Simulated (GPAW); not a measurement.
Wanted: an ASE script for a GPAW 26.7.0 run.

```
Task                : single point
Functional          : PBE
Potentials or basis : GPAW PAW data sets (gpaw-data 1.2.1)
Cutoff              : 600 eV
Basis               : pw
k mesh              : 13 × 13 × 13
Occupations         : gaussian, width 0.027 eV
Spin                : collinear spin, ferromagnetic start
Starting moments    : [3.0] μB
Maxiter             : 150
```

The structure of Fe lies in Fe.xyz:

```xyz
1
Lattice="-1.4430000000 1.4430000000 1.4430000000 1.4430000000 -1.4430000000 1.4430000000 1.4430000000 1.4430000000 -1.4430000000" Properties=species:S:1:pos:R:3 pbc="T T T"
Fe     0.0000000000      0.0000000000      0.0000000000
```

These files were run (other wordings do the same):

run.py

```python
from ase.dft.bandgap import bandgap
from ase.io import read, write
from ase.units import GPa
from gpaw import GPAW, PW

atoms = read('Fe.xyz')
atoms.set_initial_magnetic_moments([3.0])

calc = GPAW(mode=PW(600),
            xc='PBE',
            kpts={'size': (13, 13, 13), 'gamma': True},
            occupations={'name': 'methfessel-paxton', 'order': 0, 'width': 0.027000000000000003},
            nbands=12,
            convergence={'density': 1e-05, 'energy': 1e-05},
            maxiter=150,
            txt='gpaw.txt')
atoms.calc = calc
energy = atoms.get_potential_energy()
forces = atoms.get_forces()
stress = atoms.get_stress()
calc.write('gs.gpw')
write('result.traj', atoms)
print(f'Energy: {energy:.6f} eV')
print('Forces (eV/A):')
print(forces.round(4))
print('Stress (GPa):', (stress / GPa).round(3))
print('Moments:', calc.get_magnetic_moments().round(3))
print('Fermi level:', round(calc.get_fermi_level(), 4), 'eV')
print(f'Gap: {bandgap(calc)[0]:.4f} eV, direct: {bandgap(calc, direct=True)[0]:.4f} eV')
```

Potentials or basis: GPAW PAW data sets (gpaw-data 1.2.1), pw.

Run with:

```bash
$ OMP_NUM_THREADS=1 python run.py
```

It gave:

| Property | Result |
| --- | --- |
| Pressure | -7.9 GPa |
| Band gap on the k mesh | none (metal or under the smearing width) |
| Net moment | 2.25 μB per cell |
| Site moments | Fe +2.30 μB |

Run time: 22 s on 1 thread of Arm Neoverse V1 (shared host), peak memory 0.14 GiB.
